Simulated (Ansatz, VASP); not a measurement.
**One calculation of F, two programs**

```xyz
4
Lattice="2.8550 -1.6808 0.1446 2.8550 1.6808 0.1446 -1.2191 0.0000 6.6654" Properties=species:S:1:pos:R:3 pbc="T T T"
F     4.1970   -0.5771    0.8620
F     0.9035   -0.5771    2.7599
F     0.2940    0.5771    6.0926
F     3.5874    0.5771    4.1946
```

Alike in both runs: task relaxation of cell and atoms; functional PBEsol; dispersion D3(BJ); k mesh 8 × 8 × 4; occupations gaussian, width 0.02 eV; no spin polarisation.

```csv
,VASP,Ansatz
version,VASP 6.6.1,Ansatz 0.2.0
potentials or method,"VASP PAW PBE potentials, release 64 (F)","scalar-relativistic, plane waves, PAW"
plane-wave cutoff (eV),600,600
valence electrons in the cell,28,28
```

```tsv
	VASP	Ansatz	Ansatz less VASP
gap on the k mesh at the Fermi level, each at its own relaxed structure (eV)	2.75	3.14	+0.389
relaxed volume (Å³/atom)	14.27	16.74	+2.473
relaxed cell length with the largest relative difference (Å)	3.148	3.362	+0.2142
energy change over the relaxation (meV/atom)	-5	-1	+4.0
```

One of these differences is far larger than is usual between the two programs; its cause wasn't traced.

Caveats: the PAW data sets were made with another functional, which shifts forces and pressure a little (VASP); the volume moved by -12 % from the deposited cell, more than functionals usually miss. A k mesh can miss the band edges. Expect the measured gap to be larger: semilocal functionals such as PBEsol lack the derivative discontinuity.
